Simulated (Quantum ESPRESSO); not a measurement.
Entries from a set of simulations; values are calculated unless marked as measured.

```xyz
2
Lattice="1.505 0.869 2.440 -1.505 0.869 2.440 0.000 -1.738 2.440" Properties=species:S:1:pos:R:3 pbc="T T T" subject="Fixed-spin-moment curve of CoO" method="PBE with U = 2.1 eV on Co d (ortho-atomic projectors); plane waves with GBRV 1.5 PBE potentials, no spin-orbit coupling (and 1 further level or step)" program="Quantum ESPRESSO 7.5" settings_of_one_run="GBRV 1.5 PBE, potential files O: o_pbe_v1.2.uspp.F.UPF, Co: co_pbe_v1.2.uspp.F.UPF, cutoff 544.23 eV, 8×8×8 k-mesh, 20 bands, fermi-dirac occupations, smearing width 0.1 eV, collinear spin, SCF threshold 4.00e-9, Hubbard form dudarev, Hubbard projectors ortho-atomic, starting moments 3 0 μB" cost="10 runs, 2.8 min in all on 2 MPI ranks of Arm Neoverse V2, shared host (the runs of this entry)" notes="The run is spin-polarised, with a total moment of 2.96 μB a cell (absolute 2.98). The cell holds one seeded atom, so opposed orders, which may lie lower, cannot form in it. The smearing term is large for its width, so states at the Fermi level are partly filled: at this level the cell is a metal or has a gap of a few widths at most. Degenerate orbitals of a corrected shell are partly filled. Whether a state of lower symmetry lies under this one was not tested; under a U it often does." moment_of_the_free_run="2.96 μB a cell" energy_at_zero_total_moment="623 meV a cell over the lowest" delta_e_delta_m2_from_the_lowest_point_to_3p49_and_to_2p50_mu_b="3832 and 227 meV/μB²"
Co    0.000    0.000    0.000
O     0.000    0.000    3.660
```

[Logs and program files are shortened in this print: banners, set-up blocks, solver, clock and traceback lines can be left out without a mark of their own.]

[Logs are printed without paths, hosts, clocks, repeated set-up lines and the standing remarks that a program may print on its own settings, such as how far it seeks lower states.]

[Hosts, paths, dates, database ids (printed as entryN), source tags and the programs' standing remarks are cut or masked in the printed files.]

[Where a cell is said to come from a database of computed structures, the database is the Materials Project.]
